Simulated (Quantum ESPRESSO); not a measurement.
# TiC (Fm-3m) in Quantum ESPRESSO: notebook

One crystal, TiC, is run at these levels: PBE+D3(BJ); tasks: single point, equation of state.

Program: Quantum ESPRESSO 7.5. These are calculated values, not measurements. Logs are shortened: lines on timing, memory, paths and dates and some standing lists are left out, and cuts for length are marked.

## (1) The structure

Symmetry: Fm-3m, No. 225, cubic system. The conventional cell has a = 4.331 Å, b = 4.331 Å, c = 4.331 Å, α = 90.00°, β = 90.00°, γ = 90.00°. Ti (site symmetry m-3m) is surrounded by 6 C at 2.17 Å. Around C (site symmetry m-3m) lie 6 Ti at 2.17 Å.

The cell is a database's computed one.

## (2) Single point, PBE+D3(BJ), 9.55 Å³/atom

Input file pw.in:

```
&CONTROL
  calculation = 'scf'
  prefix = 'pwscf'
  outdir = './tmp'
  pseudo_dir = './pseudo'
  tprnfor = .true.
  tstress = .true.
  disk_io = 'nowf'
/
&SYSTEM
  ibrav = 0
  nat = 2
  ntyp = 2
  ecutwfc = 84
  nbnd = 14
  occupations = 'smearing'
  smearing = 'fd'
  degauss = 0.00367493
  vdw_corr = 'grimme-d3'
  dftd3_version = 4
/
&ELECTRONS
  conv_thr = 4d-10
  electron_maxstep = 120
  mixing_beta = 0.5
/
ATOMIC_SPECIES
Ti    47.8670 Ti.upf
C     12.0110 C.upf
CELL_PARAMETERS angstrom
   0.0000000000    2.1215080947    2.1215080947
   2.1215080947    0.0000000000    2.1215080947
   2.1215080947    2.1215080947    0.0000000000
ATOMIC_POSITIONS crystal
Ti     0.0000000000    0.0000000000    0.0000000000
C      0.5000000000    0.5000000000    0.5000000000
K_POINTS automatic
11 11 11 0 0 0
```

Potentials or basis: PseudoDojo 0.4.1 SR PBE standard.

Started as:

```sh
$ OMP_NUM_THREADS=1 pw.x -in pw.in > pw.out
```

pw.out:

```text
This program is part of the open-source Quantum ESPRESSO suite
     for quantum simulation of materials; please cite
[... 9 lines left out ...]
     --------------------
     sticks:   dense  smooth     PW     G-vecs:    dense   smooth      PW
     Sum         745     745    235                13443    13443    2277

     Using Slab Decomposition

     bravais-lattice index     =            0
     lattice parameter (alat)  =       5.6697  a.u.
     unit-cell volume          =     128.8726 (a.u.)^3
     number of atoms/cell      =            2
     number of atomic types    =            2
     number of electrons       =        16.00
     number of Kohn-Sham states=           14
     kinetic-energy cutoff     =      84.0000  Ry
     charge density cutoff     =     336.0000  Ry
     scf convergence threshold =      4.0E-10
     mixing beta               =       0.5000
     number of iterations used =            8  plain     mixing
     Exchange-correlation= PBE
                           (   1   4   3   4   0   0   0)

     celldm(1)=   5.669680  celldm(2)=   0.000000  celldm(3)=   0.000000
     celldm(4)=   0.000000  celldm(5)=   0.000000  celldm(6)=   0.000000

     crystal axes: (cart. coord. in units of alat)
               a(1) = (   0.000000   0.707107   0.707107 )
               a(2) = (   0.707107   0.000000   0.707107 )
               a(3) = (   0.707107   0.707107   0.000000 )

     reciprocal axes: (cart. coord. in units 2 pi/alat)
               b(1) = ( -0.707107  0.707107  0.707107 )
               b(2) = (  0.707107 -0.707107  0.707107 )
               b(3) = (  0.707107  0.707107 -0.707107 )

     PseudoPot. # 1 for Ti read from file:
     Ti.upf
     Pseudo is Norm-conserving + core correction, Zval = 12.0
     Generated using ONCVPSP code by D. R. Hamann
     Using radial grid of 1586 points,  6 beta functions with:
                l(1) =   0
                l(2) =   0
                l(3) =   1
                l(4) =   1
                l(5) =   2
                l(6) =   2

     PseudoPot. # 2 for C  read from file:
     C.upf
     Pseudo is Norm-conserving + core correction, Zval =  4.0
     Generated using ONCVPSP code by D. R. Hamann
     Using radial grid of 1248 points,  4 beta functions with:
                l(1) =   0
                l(2) =   0
                l(3) =   1
                l(4) =   1

     atomic species   valence    mass     pseudopotential
     Ti               12.00    47.86700     Ti( 1.00)
     C                 4.00    12.01100     C ( 1.00)

     48 Sym. Ops., with inversion, found

   Cartesian axes

     site n.     atom                  positions (alat units)
         1        Ti     tau(   1) = (   0.0000000   0.0000000   0.0000000  )
         2        C      tau(   2) = (   0.7071068   0.7071068   0.7071068  )

     --------------------------------------------
     DFT-D3 Dispersion Correction (3-body terms):
     --------------------------------------------
       Reference C6 values for interpolation:

         atom   Coordination number   C6
         C          0.000            98.23
         C          0.987            86.49
         C          1.998            58.72
         C          2.999            51.56
         C          3.984            36.41
         Ti         0.000          2723.84
         Ti         1.830           604.00
         Ti         3.868           643.18

       Values used:

         atom   Coordination number  R0_AB[au]  C6      C8
         Ti        15.738            3.557    643.18  76289.64
         C          6.043            2.750     36.41   1053.14

         Molecular C6 ( Ry / a.u.^6 ) =       967.43

     number of k points=    56  Fermi-Dirac smearing, width (Ry)=  0.0037
                       cart. coord. in units 2pi/alat
        k(    1) = (   0.0000000   0.0000000   0.0000000), wk =   0.0015026
        k(    2) = (   0.0642824   0.0642824  -0.0642824), wk =   0.0120210
        k(    3) = (   0.1285649   0.1285649  -0.1285649), wk =   0.0120210
        k(    4) = (   0.1928473   0.1928473  -0.1928473), wk =   0.0120210
        k(    5) = (   0.2571297   0.2571297  -0.2571297), wk =   0.0120210
        k(    6) = (   0.3214122   0.3214122  -0.3214122), wk =   0.0120210
[... 48 lines left out ...]
        k(   55) = (  -0.0642824  -0.4499770   0.7071068), wk =   0.0360631
        k(   56) = (   0.0000000  -0.3856946   0.6428243), wk =   0.0360631

     Dense  grid:    13443 G-vectors     FFT dimensions: (  36,  36,  36)

     Initial potential from superposition of free atoms

     starting charge      15.9984, renormalised to      16.0000
     Starting wfcs are   14 randomized atomic wfcs

     Self-consistent Calculation

     iteration #  1     ecut=    84.00 Ry     beta= 0.50
     Davidson diagonalization with overlap
     ethr =  1.00E-02,  avg # of iterations =  4.0

     total energy              =    -130.61158515 Ry
     estimated scf accuracy    <       0.77368002 Ry

     iteration #  2     ecut=    84.00 Ry     beta= 0.50
     Davidson diagonalization with overlap
     ethr =  4.84E-03,  avg # of iterations =  2.1
[... 57 lines left out ...]
     total energy              =    -130.93969154 Ry
     estimated scf accuracy    <          7.3E-09 Ry

     iteration # 11     ecut=    84.00 Ry     beta= 0.50
     Davidson diagonalization with overlap
     ethr =  2.93E-11,  avg # of iterations =  2.0

     End of self-consistent calculation

          k = 0.0000 0.0000 0.0000 (  1687 PWs)   bands (ev):

   -40.5553 -16.5639 -16.5639 -16.5639   3.1347  16.5455  16.5455  16.5455
    17.5749  17.5749  17.5749  17.6990  17.6990  27.2360

          k = 0.0643 0.0643-0.0643 (  1693 PWs)   bands (ev):

   -40.5476 -16.6159 -16.5686 -16.5686   3.3364  15.6757  15.9752  15.9752
    16.9071  16.9071  18.0253  19.2343  19.2343  27.5442

          k = 0.1286 0.1286-0.1286 (  1678 PWs)   bands (ev):
[... 96 lines left out ...]
   -40.4512 -17.0924 -16.7604 -16.6364   6.4408  10.6250  12.8158  12.9841
    18.5946  18.9865  19.9782  22.4151  24.2679  26.6803

          k =-0.0643-0.3214 0.3214 (  1665 PWs)   bands (ev):

   -40.4679 -17.0097 -16.7471 -16.6095   5.7794  11.3865  13.1104  13.1963
    17.9978  19.0617  19.9082  21.4149  24.3496  27.4420

          k = 0.0000-0.2571 0.2571 (  1672 PWs)   bands (ev):

   -40.4909 -16.9080 -16.6984 -16.5871   4.9868  12.4131  13.4980  13.7599
    17.4813  18.7215  19.6407  20.5997  23.6263  28.3039

          k = 0.3857 0.0000-0.0000 (  1696 PWs)   bands (ev):

   -40.4817 -16.8913 -16.6842 -16.6842   4.8955  12.0010  14.9502  15.3994
    15.3994  18.3026  19.9903  19.9903  22.6646  29.9946

          k = 0.4500 0.0643-0.0643 (  1672 PWs)   bands (ev):
[... 36 lines left out ...]
   -40.4290 -17.0590 -16.8452 -16.7407   5.8002  12.1888  12.9504  14.5414
    16.7545  19.4349  19.8712  20.6969  22.2525  29.4244

          k =-0.0000-0.5143 0.5143 (  1670 PWs)   bands (ev):

   -40.4298 -17.0001 -16.9312 -16.7120   6.1264  11.9571  12.4034  13.8434
    17.6208  19.1687  20.0388  21.8578  22.0613  29.1618

          k = 0.6428-0.0000 0.0000 (  1676 PWs)   bands (ev):

   -40.4287 -17.1015 -16.7700 -16.7700   5.4459  12.2527  14.0554  15.7931
    15.7931  18.7741  19.7239  19.7239  22.3747  28.6060

          k =-0.0000-0.6428 0.6428 (  1682 PWs)   bands (ev):

   -40.4261 -17.0981 -16.7970 -16.7664   5.5381  12.3455  13.6646  15.3826
    16.1054  19.4038  19.6143  19.7246  22.2231  28.8381

          k = 0.2571 0.1286 0.0000 (  1675 PWs)   bands (ev):

   -40.5104 -16.8035 -16.6453 -16.5953   4.3399  13.0809  14.5449  14.6059
    16.7318  18.1612  19.3895  19.9856  22.3230  28.7232

          k = 0.3214 0.1928-0.0643 (  1675 PWs)   bands (ev):

   -40.4862 -16.9328 -16.6854 -16.6101   5.0853  12.1025  13.6039  13.9505
    17.2345  18.6648  19.6821  20.9673  23.4487  28.3054

          k = 0.3857 0.2571-0.1286 (  1672 PWs)   bands (ev):
[... 26 lines left out ...]
   -40.4396 -17.0728 -16.8192 -16.6821   6.4439  10.9455  12.6469  13.2308
    18.6029  18.8310  19.9500  22.4398  23.1212  27.7145

          k =-0.0643-0.3214 0.4500 (  1673 PWs)   bands (ev):

   -40.4479 -17.0391 -16.8173 -16.6571   6.2425  11.0669  12.8241  13.1830
    18.2442  19.1738  20.0286  21.5509  23.8661  27.9198

          k = 0.0000-0.2571 0.3857 (  1676 PWs)   bands (ev):

   -40.4653 -16.9883 -16.7677 -16.6288   5.7064  11.5044  13.2611  13.3547
    17.6778  19.2053  20.0338  20.9076  24.0053  28.4121

          k = 0.5143 0.1286 0.0000 (  1682 PWs)   bands (ev):

   -40.4467 -17.0271 -16.7634 -16.7264   5.5667  11.7532  13.7067  14.6196
    16.4738  19.1709  19.9940  20.2402  22.9713  29.7758

          k =-0.1286-0.5143 0.6428 (  1674 PWs)   bands (ev):

   -40.4348 -17.0452 -16.8214 -16.7386   5.8703  11.8803  13.0620  14.0577
    17.1764  19.4224  19.8818  20.7571  22.6386  29.6570

          k =-0.0643-0.4500 0.5785 (  1681 PWs)   bands (ev):

   -40.4306 -17.0155 -16.8972 -16.7254   6.1544  11.8457  12.5389  13.6210
    17.9044  19.1525  19.9215  21.8803  22.0556  29.2187

          k = 0.0000-0.3857 0.5143 (  1669 PWs)   bands (ev):

   -40.4355 -16.9914 -16.9195 -16.6934   6.3188  11.3908  12.5743  13.3059
    18.6776  18.7095  20.0865  21.4836  23.0629  28.7780

          k =-0.0643-0.5785 0.7071 (  1668 PWs)   bands (ev):

   -40.4284 -17.0786 -16.7969 -16.7711   5.6261  12.2393  13.5249  14.7357
    16.6029  19.5212  19.7262  19.8683  22.3204  29.2318

          k =-0.0000-0.5143 0.6428 (  1680 PWs)   bands (ev):
[... 11 lines left out ...]
   -40.4327 -17.0131 -16.8821 -16.7287   6.2275  11.6497  12.6614  13.3113
    18.4129  18.9803  19.8780  21.5820  22.5075  29.1848

          k =-0.0643-0.4500 0.7071 (  1674 PWs)   bands (ev):

   -40.4278 -17.0169 -16.8689 -16.7714   6.0057  12.2232  12.8770  13.4242
    17.9363  19.3629  19.7353  20.9007  22.1061  30.4061

          k = 0.0000-0.3857 0.6428 (  1670 PWs)   bands (ev):

   -40.4271 -16.9624 -16.9350 -16.7671   6.1414  12.3196  12.5020  13.2109
    18.5288  18.9896  19.7607  21.5962  21.6452  30.0885

     the Fermi energy is    15.8943 ev

!    total energy              =    -130.93969154 Ry
     estimated scf accuracy    <          3.4E-11 Ry
     smearing contrib. (-TS)   =      -0.00017736 Ry
     internal energy E=F+TS    =    -130.93951418 Ry

     The total energy is F=E-TS. E is the sum of the following terms:
     one-electron contribution =     -26.48924523 Ry
     hartree contribution      =      22.02000695 Ry
     xc contribution           =     -21.87044579 Ry
     ewald contribution        =    -104.53701749 Ry
     DFT-D3 Dispersion         =      -0.06281263 Ry

     convergence has been achieved in  11 iterations

     Forces acting on atoms (cartesian axes, Ry/au):

     atom    1 type  1   force =     0.00000000    0.00000000   -0.00000000
     atom    2 type  2   force =    -0.00000000    0.00000000    0.00000000

     Total force =     0.000000     Total SCF correction =     0.000000

     Computing stress (Cartesian axis) and pressure

          total   stress  (Ry/bohr**3)                   (kbar)     P=      113.22
   0.00076965   0.00000000   0.00000000          113.22        0.00        0.00
   0.00000000   0.00076965   0.00000000            0.00      113.22        0.00
   0.00000000   0.00000000   0.00076965            0.00        0.00      113.22

=------------------------------------------------------------------------------=
   JOB DONE.
=------------------------------------------------------------------------------=
```

Wall time 27 s (1 thread of Arm Neoverse V1, shared host); peak memory 0.06 GiB.

What came out:

* Free energy: -1781.5253 eV
* Pressure: 11.3 GPa
* Band gap on the k mesh: none (metal or under the smearing width)

Caveat: pairwise dispersion overbinds metals, which lowers pressure and volume.

## (3) Single point, PBE+D3(BJ), 9.75 Å³/atom

pw.in: that of step 2 with these lines changed.

```diff
@@ -30,5 +30,5 @@
 CELL_PARAMETERS angstrom
-   0.0000000000    2.1215080947    2.1215080947
-   2.1215080947    0.0000000000    2.1215080947
-   2.1215080947    2.1215080947    0.0000000000
+   0.0000000000    2.1364487848    2.1364487848
+   2.1364487848    0.0000000000    2.1364487848
+   2.1364487848    2.1364487848    0.0000000000
 ATOMIC_POSITIONS crystal
```

Potentials or basis: PseudoDojo 0.4.1 SR PBE standard.

Started as:

```sh
$ OMP_NUM_THREADS=1 pw.x -in pw.in > pw.out
```

Run time: 28 s. Hardware: 1 thread of Arm Neoverse V1, shared host; peak memory 0.06 GiB.

The run converged. Its results:

```yaml
Free_energy: -1781.5461 eV
Pressure: 5.1 GPa
Band_gap_on_the_k_mesh: none (metal or under the smearing width)
```

Caveat: pairwise dispersion overbinds metals, which lowers pressure and volume.

## (4) Single point, PBE+D3(BJ), 9.95 Å³/atom

pw.in: that of step 3 with these lines changed.

```diff
@@ -30,5 +30,5 @@
 CELL_PARAMETERS angstrom
-   0.0000000000    2.1364487848    2.1364487848
-   2.1364487848    0.0000000000    2.1364487848
-   2.1364487848    2.1364487848    0.0000000000
+   0.0000000000    2.1511833799    2.1511833799
+   2.1511833799    0.0000000000    2.1511833799
+   2.1511833799    2.1511833799    0.0000000000
 ATOMIC_POSITIONS crystal
```

Started as:

```sh
$ OMP_NUM_THREADS=1 pw.x -in pw.in > pw.out
```

Wall time 28 s (1 thread of Arm Neoverse V1, shared host); peak memory 0.06 GiB.

It converged, with:

```
Free energy            : -1781.5519 eV
Pressure               : -0.5 GPa
Band gap on the k mesh : none (metal or under the smearing width)
```

Caveat: pairwise dispersion overbinds metals, which lowers pressure and volume.

## (5) Single point, PBE+D3(BJ), 10.16 Å³/atom

pw.in: that of step 4 with these lines changed.

```diff
@@ -30,5 +30,5 @@
 CELL_PARAMETERS angstrom
-   0.0000000000    2.1511833799    2.1511833799
-   2.1511833799    0.0000000000    2.1511833799
-   2.1511833799    2.1511833799    0.0000000000
+   0.0000000000    2.1657188437    2.1657188437
+   2.1657188437    0.0000000000    2.1657188437
+   2.1657188437    2.1657188437    0.0000000000
 ATOMIC_POSITIONS crystal
```

Started as:

```sh
$ OMP_NUM_THREADS=1 pw.x -in pw.in > pw.out
```

Run time: 28 s. Hardware: 1 thread of Arm Neoverse V1, shared host; peak memory 0.06 GiB.

The run converged. Its results:

| Item | Value |
| --- | --- |
| Free energy | -1781.5441 eV |
| Pressure | -5.6 GPa |
| Band gap on the k mesh | none (metal or under the smearing width) |

Caveat: pairwise dispersion overbinds metals, which lowers pressure and volume.

## (6) Single point, PBE+D3(BJ), 10.36 Å³/atom

pw.in: that of step 5 with these lines changed.

```diff
@@ -30,5 +30,5 @@
 CELL_PARAMETERS angstrom
-   0.0000000000    2.1657188437    2.1657188437
-   2.1657188437    0.0000000000    2.1657188437
-   2.1657188437    2.1657188437    0.0000000000
+   0.0000000000    2.1800617706    2.1800617706
+   2.1800617706    0.0000000000    2.1800617706
+   2.1800617706    2.1800617706    0.0000000000
 ATOMIC_POSITIONS crystal
```

Potentials or basis: PseudoDojo 0.4.1 SR PBE standard.

Started as:

```sh
$ OMP_NUM_THREADS=1 pw.x -in pw.in > pw.out
```

Run time: 30 s. Hardware: 1 thread of Arm Neoverse V1, shared host; peak memory 0.06 GiB.

Results (log left out):

- Free energy: -1781.5241 eV
- Pressure: -10.2 GPa
- Band gap on the k mesh: none (metal or under the smearing width)

Caveat: pairwise dispersion overbinds metals, which lowers pressure and volume.

## (7) Single point, PBE+D3(BJ), 10.56 Å³/atom

pw.in: that of step 6 with these lines changed.

```diff
@@ -30,5 +30,5 @@
 CELL_PARAMETERS angstrom
-   0.0000000000    2.1800617706    2.1800617706
-   2.1800617706    0.0000000000    2.1800617706
-   2.1800617706    2.1800617706    0.0000000000
+   0.0000000000    2.1942184125    2.1942184125
+   2.1942184125    0.0000000000    2.1942184125
+   2.1942184125    2.1942184125    0.0000000000
 ATOMIC_POSITIONS crystal
```

Started as:

```sh
$ OMP_NUM_THREADS=1 pw.x -in pw.in > pw.out
```

It took 30 s on 1 thread of Arm Neoverse V1, shared host; peak memory 0.07 GiB.

The run converged. Its results:

```
Free energy            : -1781.4930 eV
Pressure               : -14.3 GPa
Band gap on the k mesh : none (metal or under the smearing width)
```

Caveat: pairwise dispersion overbinds metals, which lowers pressure and volume.

## (8) Single point, PBE+D3(BJ), 10.77 Å³/atom

pw.in: that of step 7 with these lines changed.

```diff
@@ -30,5 +30,5 @@
 CELL_PARAMETERS angstrom
-   0.0000000000    2.1942184125    2.1942184125
-   2.1942184125    0.0000000000    2.1942184125
-   2.1942184125    2.1942184125    0.0000000000
+   0.0000000000    2.2081947028    2.2081947028
+   2.2081947028    0.0000000000    2.2081947028
+   2.2081947028    2.2081947028    0.0000000000
 ATOMIC_POSITIONS crystal
```

Started as:

```sh
$ OMP_NUM_THREADS=1 pw.x -in pw.in > pw.out
```

Wall time 30 s (1 thread of Arm Neoverse V1, shared host); peak memory 0.07 GiB.

The run converged. Its results:

| Property | Result |
| --- | --- |
| Free energy | -1781.4519 eV |
| Pressure | -18.1 GPa |
| Band gap on the k mesh | none (metal or under the smearing width) |

Caveat: pairwise dispersion overbinds metals, which lowers pressure and volume.

## (9) Equation of state, PBE+D3(BJ)

Potentials or basis: PseudoDojo 0.4.1 SR PBE standard.

This step only gathers the single runs of the series.

What came out:

| Property | Result |
| --- | --- |
| Equilibrium volume | 9.94 Å³/atom |
| Bulk modulus | 264 GPa |
| Pressure derivative of the bulk modulus | 4.0 |

Energy against volume, from the lowest point:
```tsv
volume (Å³/atom)	energy (meV/atom)
9.548	13.32
9.752	2.91
9.955	0.00
10.158	3.90
10.361	13.92
10.564	29.45
10.767	49.98
```
